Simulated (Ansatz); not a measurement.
## How far is PAW off for LiF?

```
Li F
1.0
     0.00000    2.01400    2.01400
     2.01400    0.00000    2.01400
     2.01400    2.01400    0.00000
Li F
1 1
Cartesian
  0.0000 0.0000 0.0000
  2.0140 2.0140 2.0140
```

Atoms are numbered in the order listed.

The cell is COD entry 1010990, as deposited and not checked against the literature; nothing was relaxed.

Levels of theory: DFT, PBEsol, PAW with Ansatz's default frozen-core files, scalar-relativistic (Ansatz 0.2.0); DFT, PBEsol, all-electron LAPW, scalar-relativistic (Ansatz 0.2.0).

For PAW: a Γ-centred 10×10×10 k mesh, Fermi–Dirac smearing of 0.03 eV, cutoff 420 eV, no spin polarisation; the PAW files were made with PBE, and the program remakes their frozen cores for this functional. LAPW targets a basis error of 0.25 meV/atom. The Ansatz runs share mesh, smearing and spin set-up. Plane-wave (PAW) pressures include the program's estimate of the Pulay term.

Stress and pressure are positive in compression.

Levels count from the top of the valence band.

PAW results:

| quantity | PAW |
| --- | --- |
| pressure (GPa) | -1.06 |
| band gap (eV) | 8.916 |
| highest filled level at X (eV) | -1.012 |
| lowest empty level at X (eV) | 14.636 |
| highest filled level at Γ (eV) | -0.001 |
| lowest empty level at Γ (eV) | 8.916 |

Q: What does LAPW (all electrons) give for the same quantities?

A: 
| quantity | LAPW |
| --- | --- |
| pressure (GPa) | -1.20 |
| band gap (eV) | 8.896 |
| highest filled level at X (eV) | -1.012 |
| lowest empty level at X (eV) | 14.632 |
| highest filled level at Γ (eV) | 0.000 |
| lowest empty level at Γ (eV) | 8.896 |
